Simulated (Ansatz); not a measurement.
# BiTe: Grüneisen parameters and expansion

Level of theory: DFT PBE, scalar-relativistic, plane waves, PAW (Ansatz). Settings: 420 eV plane-wave cutoff, Γ-centred 12×12×12 mesh, Fermi-Dirac smearing of 0.15 eV. No spin polarisation. Phonons by linear response, acoustic sum rule imposed.

Equilibrium structure at this level:
```
Bi Te
1.0
     0.00000    3.25488    3.25488
     3.25488    0.00000    3.25488
     3.25488    3.25488    0.00000
Bi Te
1 1
Direct
  0.00000 0.00000 0.00000
  0.50000 0.50000 0.50000
```

In a metal, frequencies depend on the k mesh and the smearing, soft modes most. Some empty bands missed the eigensolver's threshold. Spin–orbit coupling is left out, which matters for heavy elements.

Phonons on a 2×2×2 q mesh at 0.98, 1 and 1.02 times the equilibrium volume give γ = −d ln ν/d ln V, modes matched by rank. The cell has V = 68.97 Å³ with 2 atoms and B = 46 GPa. Points of the mesh (fractions of the reciprocal vectors) with their weights out of 8; the acoustic modes at Γ are left out:

```csv
q,weight,ν (cm⁻¹),γ,degeneracy
0.00 0.00 0.00,1,85,3.67,3
0.00 0.00 -0.50,4,60,2.31,2
0.00 0.00 -0.50,4,84,1.66,1
0.00 0.00 -0.50,4,85,2.17,1
0.00 0.00 -0.50,4,85,2.01,1
0.00 0.00 -0.50,4,103,1.83,1
0.00 -0.50 -0.50,3,11,2.94,2
0.00 -0.50 -0.50,3,33,2.65,1
0.00 -0.50 -0.50,3,56,6.71,1
0.00 -0.50 -0.50,3,58,6.54,2
```

**Question.** Work out the volume expansion coefficient at 50, 100, 300 and 800 K in Grüneisen's theory.

**Answer.** Each mode holds c = k_B x² eˣ/(eˣ − 1)², x = hcν/k_BT (k_B = 0.695 cm⁻¹/K). Weighted over the mesh, C_V = Σ c, γ̄ = Σ cγ/C_V and α_V = γ̄ C_V/(BV):
```csv
T (K),C_V (k_B a cell),γ̄,α_V (10⁻⁶/K)
50,4.20,3.33,60.6
100,5.20,3.26,73.2
300,5.57,3.23,77.8
800,5.62,3.23,78.4
```

The classical limit of C_V is 3n = 6 k_B, less the 3/8 k_B of the three modes left out, which leaves C_V and α_V about 6 % low even at high temperature. All γ are positive, so the crystal expands at every temperature. For a cubic crystal the linear coefficient is a third of α_V. A mesh this coarse misses long acoustic waves, so the low-temperature rows are rough; B and γ are held at their static values, and the electrons' part is left out.

**Question.** The zero-point energy of the cell, summed on a denser interpolated mesh, is 25.216, 23.934 and 22.640 meV at the three volumes. How far does it expand the lattice at 0 K?

**Answer.** P_zp = −dE_zp/dV = 2.576 meV / (2.759 Å³) × 0.16022 GPa Å³/meV = 0.150 GPa, so ΔV/V = P_zp/B = 0.32 %. This share is taken off a measured low-temperature volume before it is compared with a static calculation.

The expansion is governed less by the softest vibrations than by the upper branches at the zone-boundary point with weight 3. Its modes at 56 and 58 cm⁻¹ have γ of 6.71 and 6.54, against 2.94 for the 11 cm⁻¹ pair, and they raise the mean well above their share of the modes. A swap of rank between these two close levels can't explain this, since both values are large. Rock-salt BiTe has one valence electron more than the IV–VI tellurides, and it enters p states that are antibonding between Bi and Te. This probably weakens the bonds and makes the restoring forces unusually sensitive to bond length.

The rise of α_V with temperature comes from the heat capacity alone, as γ̄ falls slightly. Heavy atoms and soft bonds keep all frequencies low, so saturation is nearly complete by 300 K.

BiTe is known under ambient conditions as a layered trigonal compound, so these coefficients describe the cubic polymorph and not the anisotropic expansion of the ordinary material.
